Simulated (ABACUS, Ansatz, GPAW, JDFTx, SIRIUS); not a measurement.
# Fitting the PBE energy curve of CoAl

Space group Pm-3m (No. 221). a = 2.819 Å, b = 2.819 Å, c = 2.819 Å, α = 90.00°, β = 90.00°, γ = 90.00°
```tsv
atom	site	symmetry	x	y	z
Co	1b	m-3m	0.5000	0.5000	0.5000
Al	1a	m-3m	0.0000	0.0000	0.0000
```

The cell is a database's computed one, not the measured one.

The cell was scaled at fixed shape and fractions and run with SIRIUS, all-electron FP-LAPW, apw+lo standard; PBE, k mesh 9 × 9 × 9 on the cell of 2 atoms, fermi-dirac occupations of 0.05 eV, collinear spin, ferromagnetic start, no spin-orbit coupling. Energies are those that the program minimises, any entropy of the smearing included. For a metal such a mesh isn't converged to the digits shown. The magnetic state is the one that the start led to, which needn't be the lowest.

```tsv
V (Å³/atom)	energy over the lowest row (meV/atom)
10.5334	63.50
10.7575	?
10.9817	19.44
11.2058	7.31
11.4299	1.06
11.6540	0.00
11.8781	3.60
```

**Question.** Fit the third-order Birch-Murnaghan form, give V0, B0 and B′, and predict the energy left open.

**Answer.** With y = (V0/V)^(2/3), E = E0 + (9 V0 B0/16) [(y - 1)³ B′ + (y - 1)² (6 - 4y)]. Least squares through the rows shown give V0 = 11.5903 Å³/atom, E0 = -0.21 meV, B0 = 179.0 GPa (1 eV/Å³ = 160.218 GPa) and B′ = 4.30, with a largest miss of 0.04 meV. At V = 10.7575 the form with these constants gives 37.92 meV; the run gave 37.81 meV an atom. Other set-ups at this level, from all their volumes (Å³/atom, GPa): ABACUS, PseudoDojo NC SR 0.4.1 PBE standard, plane waves: V0 11.592, B0 179.5; Ansatz, Ansatz PAW (earlier soft set): V0 11.596, B0 179.1; GPAW, GPAW PAW data sets (gpaw-data 1.2.1): V0 11.674, B0 179.2; JDFTx, PseudoDojo-SR-PBE-0.5-standard: V0 11.592, B0 179.9.

The fit puts the PBE minimum at a larger volume than that of the supplied cell, so that cell is under compression at this level, possibly because it was relaxed with another functional. The open point lies inside the fitted range, so its close prediction supports the interpolation but doesn't test extrapolation. B′ rests mostly on the compressed side, as only two rows lie beyond the minimum.

The curve rises faster on compression because kinetic energy and overlap repulsion grow more quickly than the bonding gain. The high stiffness fits the usual picture of B2 CoAl, in which Co d states hybridise with Al s and p states and the Fermi level falls near a pseudogap, leaving mainly bonding states filled. The smooth energies give no sign of an abrupt electronic or magnetic change in this range.

Among the other set-ups, GPAW stands apart in volume, at 11.674 Å³/atom, but not in bulk modulus, probably reflecting its atomic data sets. Agreement in B0 alone therefore doesn't guarantee the same equilibrium volume.
